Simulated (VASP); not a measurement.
# Bi2Te (I-42d) in VASP: settings compared

The runs below take Bi2Te through single point, atomic charges, with RPBE, BLYP+D3.

Everything below comes from runs of VASP 6.6.1. Logs are shortened: lines on timing, memory, paths and dates and some standing lists are left out, and cuts for length are marked.

### Step 1. Starting point

It takes space group I-42d (No. 122, tetragonal). The conventional cell has a = 8.016 Å, b = 8.016 Å, c = 6.349 Å, α = 90.00°, β = 90.00°, γ = 90.00°. Bi (site symmetry 2) is surrounded by 2 Te at 3.17 Å and 4 Bi at 3.36 Å. Te (site symmetry -4) is surrounded by 4 Bi at 3.17 Å.

The cell comes from a database or a generator and needn't be the stable form of this composition.

### Step 2. Single point, RPBE

INCAR reads:

```
  PREC = Accurate
  ENCUT = 500
  EDIFF = 1E-7
  ISMEAR = 0
  SIGMA = 0.05
  LREAL = F
  LASPH = T
  NELM = 100
  ALGO = Normal
  ISIF = 2
  LWAVE = F
  LCHARG = T
  GGA = RP
  LELF = T
  LVHAR = T
  NBANDS = 25
```

KPOINTS reads:

```
regular mesh
0
Gamma
  6 6 6
```

POSCAR reads:

```
Bi2Te
1.0
   -4.0079070000      4.0079070000      3.1743210000
    4.0079070000     -4.0079070000      3.1743210000
    4.0079070000      4.0079070000     -3.1743210000
Bi Te
4 2
Direct
    0.4524660000      0.6250000000      0.3274660000
    0.2975340000      0.1250000000      0.6725340000
    0.8750000000      0.5475340000      0.1725340000
    0.3750000000      0.7024660000      0.8274660000
    0.7500000000      0.2500000000      0.5000000000
    0.0000000000      0.0000000000      0.0000000000
```

Potentials or basis: VASP PAW PBE potentials, release 64 (Bi, Te).

On the command line:

```
$ cat potpaw_PBE.64/Bi/POTCAR potpaw_PBE.64/Te/POTCAR > POTCAR
$ mpirun -np 1 vasp_std > vasp.out
```

OUTCAR:

```text
PREC = Accurate
   ENCUT = 500
   EDIFF = 1E-7
   ISMEAR = 0
   LREAL = F
   LASPH = T
   NELM = 100
   ISIF = 2
   GGA = RP

 ion  position               nearest neighbor table
   1  0.452  0.625  0.327-   5 3.17   6 3.17   3 3.36   4 3.36   3 3.36   4 3.36
   2  0.298  0.125  0.673-   5 3.17   6 3.17   4 3.36   3 3.36   4 3.36   3 3.36
   3  0.875  0.548  0.173-   5 3.17   6 3.17   1 3.36   2 3.36   1 3.36   2 3.36
   4  0.375  0.702  0.827-   6 3.17   5 3.17   2 3.36   1 3.36   1 3.36   2 3.36
   5  0.750  0.250  0.500-   4 3.17   2 3.17   3 3.17   1 3.17
   6  0.000  0.000  0.000-   1 3.17   2 3.17   3 3.17   4 3.17

  LATTYP: Found a body centered tetragonal cell.
 ALAT       =     8.0158140000
 C/A-ratio  =     0.7920146351

  Lattice vectors:

 A1 = (  -4.0079070000,   4.0079070000,   3.1743210000)
 A2 = (   4.0079070000,  -4.0079070000,   3.1743210000)
 A3 = (   4.0079070000,   4.0079070000,  -3.1743210000)

Analysis of symmetry for initial positions (statically):
=====================================================================
 Subroutine PRICEL returns:
 Original cell was already a primitive cell.

 Routine SETGRP: Setting up the symmetry group for a
 body centered tetragonal supercell.

 Subroutine GETGRP returns: Found  8 space group operations
 (whereof  4 operations were pure point group operations)
 out of a pool of 16 trial point group operations.

The static configuration has the point symmetry S_4 .
 The point group associated with its full space group is D_2d.

Analysis of symmetry for dynamics (positions and initial velocities):
=====================================================================
 Subroutine PRICEL returns:
 Original cell was already a primitive cell.

 Routine SETGRP: Setting up the symmetry group for a
 body centered tetragonal supercell.

 Subroutine GETGRP returns: Found  8 space group operations
 (whereof  4 operations were pure point group operations)
 out of a pool of 16 trial point group operations.

The dynamic configuration has the point symmetry S_4 .
 The point group associated with its full space group is D_2d.

 Subroutine INISYM returns: Found  8 space group operations
 (whereof  4 operations are pure point group operations),
 and found     1 'primitive' translations

----------------------------------------------------------------------------------------

[... 103 lines left out ...]
   NSW    =      0    number of steps for IOM
   IBRION =     -1    ionic relax: 0-MD 1-quasi-New 2-CG
   NFREE  =      0    steps in history (QN), initial steepest desc. (CG)
   ISIF   =      2    stress and relaxation
   ISYM   =      2    0-nonsym 1-usesym 2-fastsym
   POTIM  = 0.5000    time-step for ionic-motion
   TEBEG  =    0.0;   TEEND  =   0.0 temperature during run
   PSTRESS=    0.0 pullay stress
   NELECT =      32.0000    total number of electrons
   NUPDOWN=      -1.0000    fix difference up-down
   EMIN   =  10.00;   EMAX   =-10.00  energy-range for DOS
   EFERMI =   0.00;   METHOD = LEGACY
   ISMEAR =     0;   SIGMA  =   0.05  broadening in eV -4-tet -1-fermi 0-gaus
   EFERMI_NEDOS =   21; number of points for ismear=-14 and -15
   IALGO  =     38    algorithm
   IMIX   =      4    mixing-type and parameters
     AMIX     =   0.40;   BMIX     =  1.00
     AMIX_MAG =   1.60;   BMIX_MAG =  1.00
  volume/ion in A,a.u.               =      33.99       229.40
  Fermi-wavevector in a.u.,A,eV,Ry     =   0.882964  1.668559 10.607438  0.779625
  Thomas-Fermi vector in A             =   2.003666
   LORBIT       =      0    0 simple, 1 ext, 2 COOP (PROOUT), +10 PAW based schemes
   GGA     = RP    functional components
   LHFCALC =     F    Hartree Fock is set to
   AEXX    =    0.0000 exact exchange contribution
   IVDW    =     0    specifies the selected vdW correction
   LEPSILON=     F    determine dielectric tensor
   LRPA    =     F    only Hartree local field effects (RPA)
 non-spin polarized calculation
 Gauss-broadening in eV      SIGMA  =   0.05
  energy-cutoff  :      500.00
  volume of cell :      203.96
 maximum number of plane-waves:      5216
   NGX = 23   NGY = 23   NGZ = 23

 number of electron      31.9999998 magnetization

 Free energy of the ion-electron system (eV)
  ---------------------------------------------------
  ext. energy  EPLUGINS =         0.00000000
  ---------------------------------------------------
  free energy    TOTEN  =       -19.64416719 eV

  energy without entropy =      -19.64173465  energy(sigma->0) =      -19.64295092

 E-fermi :   5.8626     XC(G=0):  -9.3622

 val. band max:        5.8603606520   @ k =  -0.3333   0.5000   0.1667
 cond. band min:       5.9543457753   @ k =   0.5000   0.5000   0.3333
 fundamental gap:      0.0939851233
 Fermi energy:         5.8625846877

 k-point     1 :       0.0000    0.0000    0.0000
  band No.  band energies     occupation
      1      -7.3121      2.00000
      2      -4.8557      2.00000
      3      -4.5936      2.00000
      4      -4.5936      2.00000
      5      -3.7853      2.00000
      6      -3.6836      2.00000
[... 661 lines left out ...]
     24       8.9689      0.00000
     25      11.0737      0.00000

 [... further k-points ...]

------------------------ aborting loop because EDIFF is reached ----------------------------------------

  FORCE on cell =-STRESS in cart. coord.  units (eV):
  Direction    XX          YY          ZZ          XY          YZ          ZX
  --------------------------------------------------------------------------------------
  -------------------------------------------------------------------------------------
  Total        1.4703174      1.4703174      0.9656509      0.0000000      0.0000000      0.0000000
  in kB       11.5498295     11.5498295      7.5855073      0.0000000      0.0000000      0.0000000
  external PRESSURE =      10.2283888 kB  Pullay stress =       0.0000000 kB

 VOLUME and BASIS-vectors are now :
 -----------------------------------------------------------------------------
  energy-cutoff  :      500.00
  volume of cell :      203.96
      direct lattice vectors                 reciprocal lattice vectors
    -4.007907000  4.007907000  3.174321000     0.000000000  0.124753394  0.157514001
     4.007907000 -4.007907000  3.174321000     0.124753394  0.000000000  0.157514001
     4.007907000  4.007907000 -3.174321000     0.124753394  0.124753394  0.000000000

 POSITION                                       TOTAL-FORCE (eV/Angst)
 -----------------------------------------------------------------------------------
      2.00395      0.62095      2.38074         0.000000     -0.120612     -0.000000
      2.00395      3.38695     -0.79358         0.000000      0.120612     -0.000000
     -0.62095      2.00395      3.96790         0.120612     -0.000000     -0.000000
      4.62886      2.00395      0.79358        -0.120612     -0.000000     -0.000000
     -0.00000      4.00791      1.58716         0.000000     -0.000000      0.000000
      0.00000      0.00000      0.00000         0.000000     -0.000000     -0.000000
 -----------------------------------------------------------------------------------
    total drift:                                0.000001      0.000001      0.000000

  FREE ENERGIE OF THE ION-ELECTRON SYSTEM (eV)
  ---------------------------------------------------
  free  energy   TOTEN  =       -19.6441671935 eV

  energy  without entropy=      -19.6417346499  energy(sigma->0) =      -19.64295092
```

OSZICAR:

```text
N       E                     dE             d eps       ncg     rms          rms(c)
DAV:   1     0.132683004455E+03    0.13268E+03   -0.10657E+04  1500   0.974E+02
DAV:   2    -0.781640811703E+01   -0.14050E+03   -0.13281E+03  1921   0.141E+02
DAV:   3    -0.193928997465E+02   -0.11576E+02   -0.11290E+02  1927   0.440E+01
DAV:   4    -0.197712400656E+02   -0.37834E+00   -0.37793E+00  1902   0.849E+00
DAV:   5    -0.197756275277E+02   -0.43875E-02   -0.43872E-02  1819   0.114E+00    0.681E+00
DAV:   6    -0.196313343590E+02    0.14429E+00   -0.16835E-01  1676   0.241E+00    0.419E+00
DAV:   7    -0.196439038824E+02   -0.12570E-01   -0.20668E-01  1666   0.182E+00    0.117E+00
DAV:   8    -0.196428678873E+02    0.10360E-02   -0.26572E-02  1567   0.837E-01    0.593E-01
DAV:   9    -0.196440642045E+02   -0.11963E-02   -0.37373E-03  1548   0.323E-01    0.109E-01
DAV:  10    -0.196441379172E+02   -0.73713E-04   -0.34840E-04  1853   0.105E-01    0.432E-02
DAV:  11    -0.196441791367E+02   -0.41220E-04   -0.21996E-04  1615   0.699E-02    0.491E-02
DAV:  12    -0.196441666142E+02    0.12522E-04   -0.38607E-05  1532   0.365E-02    0.111E-02
DAV:  13    -0.196441660070E+02    0.60726E-06   -0.98622E-06  1579   0.133E-02    0.735E-03
DAV:  14    -0.196441664847E+02   -0.47771E-06   -0.14378E-07  1046   0.208E-03    0.343E-03
DAV:  15    -0.196441673611E+02   -0.87644E-06   -0.11104E-07   913   0.178E-03    0.396E-03
DAV:  16    -0.196441672343E+02    0.12684E-06   -0.21130E-08   776   0.991E-04    0.181E-04
DAV:  17    -0.196441671935E+02    0.40759E-07   -0.12847E-08   771   0.503E-04
   1 F= -.19644167E+02 E0= -.19642951E+02  d E =-.243254E-02
```

Run time: 2.6 min. Hardware: 1 thread of Intel Xeon 6975P-C (Granite Rapids), shared host; peak memory 0.38 GiB.

Results:

| Item | Value |
| --- | --- |
| Free energy | -19.6442 eV |
| Pressure | 1.0 GPa |
| Largest force | 0.121 eV/Å |
| Band gap on the k mesh | none (metal or under the smearing width) |

Forces in eV/Å, atoms in the order of the input:
```
Bi   0.000 -0.121  0.000
Bi   0.000  0.121  0.000
Bi   0.121  0.000  0.000
Bi  -0.121  0.000  0.000
Te   0.000  0.000  0.000
Te   0.000  0.000  0.000
```

Stress tensor (GPa, compression positive):
```
1.15 0.00 0.00
0.00 1.15 0.00
0.00 0.00 0.76
```

Caveat: the PAW data sets were made with another functional, which shifts forces and pressure a little; spin-orbit coupling is left out, which moves the levels of the heavy elements.

### Step 3. Single point, RPBE

run.py reads:

```python
from ase.calculators.vasp import Vasp
from ase.dft.bandgap import bandgap
from ase.io import read

atoms = read('Bi2Te.cif', primitive_cell=True, subtrans_included=False)
calc = Vasp(
    directory='calc',
    xc='rpbe',
    pp='PBE',
    setups='minimal',
    prec='Accurate',
    encut=500,
    ediff=1e-07,
    ismear=0,
    sigma=0.05,
    lreal=False,
    lasph=True,
    nelm=60,
    algo='Fast',
    isif=2,
    lwave=False,
    lcharg=False,
    kpts=[6, 6, 6],
    gamma=True,
)
atoms.calc = calc

print('energy (eV):', atoms.get_potential_energy())
print('free energy (eV):', atoms.get_potential_energy(force_consistent=True))
print('forces (eV/A):')
print(atoms.get_forces())
print('stress (eV/A^3, Voigt):', atoms.get_stress())
print('Fermi level (eV):', calc.get_fermi_level())
gap, top, bottom = bandgap(calc)
print('band gap (eV):', gap, 'from (spin, k, band)', top, 'to', bottom)
```

Bi2Te.cif reads:

```cif
data_Bi2Te
_cell_length_a 8.01581400
_cell_length_b 8.01581400
_cell_length_c 6.34864200
_cell_angle_alpha 90.00000000
_cell_angle_beta 90.00000000
_cell_angle_gamma 90.00000000
_space_group_name_H-M_alt 'I-42d'
_space_group_name_Hall 'I -4 2bw'
_space_group_IT_number 122
loop_
_space_group_symop_operation_xyz
'x,y,z'
'y,-x,-z'
'-x,-y,z'
'-y,x,-z'
'x,-y+1/2,-z+1/4'
'y,x+1/2,z+1/4'
'-x,y+1/2,-z+1/4'
'-y,-x+1/2,z+1/4'
'x+1/2,y+1/2,z+1/2'
'y+1/2,-x+1/2,-z+1/2'
'-x+1/2,-y+1/2,z+1/2'
'-y+1/2,x+1/2,-z+1/2'
'x+1/2,-y,-z+3/4'
'y+1/2,x,z+3/4'
'-x+1/2,y,-z+3/4'
'-y+1/2,-x,z+3/4'
loop_
_atom_site_label
_atom_site_type_symbol
_atom_site_symmetry_multiplicity
_atom_site_Wyckoff_symbol
_atom_site_fract_x
_atom_site_fract_y
_atom_site_fract_z
_atom_site_occupancy
Bi1 Bi 8 d 0.7500000000 0.5774660000 0.8750000000 1
Te1 Te 4 a 0.0000000000 0.5000000000 0.2500000000 1
```

Potentials or basis: VASP PAW PBE potentials, release 64 (Bi, Te).

On the command line:

```
$ python run.py
```

Output:

```text
energy (eV): -19.64295087
free energy (eV): -19.64416714
forces (eV/A):
[[ 0.12060489  0.         -0.        ]
 [-0.          0.12060489 -0.        ]
 [-0.12060489  0.          0.        ]
 [-0.         -0.12060489  0.        ]
 [-0.          0.         -0.        ]
 [ 0.          0.          0.        ]]
stress (eV/A^3, Voigt): [-0.00720748 -0.00720748 -0.00473254 -0.         -0.         -0.        ]
Fermi level (eV): 5.86258361
band gap (eV): 0.0 from (spin, k, band) (None, None, None) to (None, None, None)
```

OUTCAR:

```text
ENCUT = 500.000000
   EDIFF = 1.00e-07
   GGA = RP
   PREC = Accurate
   ISIF = 2
   ISMEAR = 0
   NELM = 60
[... 792 lines left out ...]
      2.00395      0.62095      2.38074        -0.000000     -0.120605      0.000000
     -0.00000      4.00791      1.58716        -0.000000      0.000000     -0.000000
      0.00000      0.00000      0.00000         0.000000      0.000000      0.000000
 -----------------------------------------------------------------------------------
    total drift:                                0.000001      0.000001      0.000000

  FREE ENERGIE OF THE ION-ELECTRON SYSTEM (eV)
  ---------------------------------------------------
  free  energy   TOTEN  =       -19.6441671401 eV

  energy  without entropy=      -19.6417346057  energy(sigma->0) =      -19.64295087
```

INCAR:

```text
ENCUT = 500.000000
SIGMA = 0.050000
EDIFF = 1.00e-07
ALGO = Fast
GGA = RP
PREC = Accurate
ISIF = 2
ISMEAR = 0
NELM = 60
LASPH = .TRUE.
LCHARG = .FALSE.
LWAVE = .FALSE.
LREAL = .FALSE.
```

It took 3.9 min on 1 thread of Intel Xeon 6975P-C (Granite Rapids), shared host; peak memory 0.37 GiB.

What came out:

```yaml
Free_energy: -19.6442 eV
Pressure: 1.0 GPa
Largest_force: 0.121 eV/Å
Band_gap_on_the_k_mesh: none (metal or under the smearing width)
```

Forces in eV/Å, atoms in the order of the input:
```
Bi   0.121  0.000  0.000
Bi   0.000  0.121  0.000
Bi  -0.121  0.000  0.000
Bi   0.000 -0.121  0.000
Te   0.000  0.000  0.000
Te   0.000  0.000  0.000
```

Caveat: the PAW data sets were made with another functional, which shifts forces and pressure a little; spin-orbit coupling is left out, which moves the levels of the heavy elements.

### Step 4. Atomic charges, BLYP+D3, spin-orbit coupling, no magnetisation

INCAR reads:

```
PREC = Accurate
ENCUT = 500
EDIFF = 1E-6
ISMEAR = 0
SIGMA = 0.05
LREAL = False
LASPH = True
NELM = 60
ALGO = Fast
ISIF = 2
LWAVE = False
LCHARG = True
MAGMOM = 0 0 0 0 0 0 0 0 0 0 0 0 0 0 0 0 0 0
LORBIT = 11
LSORBIT = True
GGA_COMPAT = False
GGA = B5
ALDAX = 1.0
AGGAX = 1.0
AGGAC = 1.0
ALDAC = 0.0
IVDW = 11
VDW_S6 = 1.0
VDW_S8 = 1.682
VDW_SR = 1.094
VDW_SR8 = 1.0
LVHAR = True
```

KPOINTS reads:

```
regular mesh
0
Gamma
  5 5 5
```

POSCAR is that of step 2.

On the command line:

```
$ cat potpaw_PBE.64/Bi/POTCAR potpaw_PBE.64/Te/POTCAR > POTCAR
$ mpirun -np 1 vasp_ncl > vasp.out
```

Run time: 11 min. Hardware: 1 thread of Intel Xeon 6975P-C (Granite Rapids), shared host; peak memory 0.84 GiB.

The run converged. Its results:

```yaml
Free_energy: -23.6783 eV
Pressure: 2.8 GPa
Largest_force: 0.310 eV/Å
Valence_electrons_inside_the_program's_atomic_spheres: Bi 3.61; Te 3.40
Dispersion_energy_per_atom: -0.587 eV
```

Forces in eV/Å, atoms in the order of the input:
```
Bi   0.000 -0.310  0.000
Bi   0.000  0.310  0.000
Bi   0.310  0.000  0.000
Bi  -0.310  0.000  0.000
Te   0.000  0.000  0.000
Te   0.000  0.000  0.000
```

Stress tensor (GPa, compression positive):
```
2.87 0.00 0.00
0.00 2.87 0.00
0.00 0.00 2.72
```

Caveat: the PAW data sets were made with another functional, which shifts forces and pressure a little.
